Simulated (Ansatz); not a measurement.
A: MgSe (rock salt), a = 5.4498 Å, b = 5.4498 Å, c = 5.4498 Å, α = 90.00°, β = 90.00°, γ = 90.00°
B: TaN (rock salt), a = b = c = 4.3756 Å, α = β = γ = 90.00°
C: YN (rock salt), a = 4.856 Å, b = 4.856 Å, c = 4.856 Å, α = 90.00°, β = 90.00°, γ = 90.00°
D: AlSb (zinc blende), a = b = c = 6.157 Å, α = β = γ = 90.00°

Scan: energy against volume (even scaling of the relaxed cell, symmetry kept). All come from one method, each on a k mesh of its own. All were relaxed with their symmetry unable to fall. Spin-orbit coupling is left out. TaN is run without spin polarisation. This is a high-temperature form of TaN. YN is run without spin polarisation.

Problem. Rank these by bulk modulus (fitted) (highest first), as PBEsol (plane waves to 420 eV, PAW, scalar-relativistic; Ansatz, an electronic-structure program) gives it.

Solution. B (356 GPa), C (171 GPa), A (64.7 GPa), D (53.7 GPa)

(Under strain, the slope of the energy per volume gives the stress and its curvature an elastic modulus.)
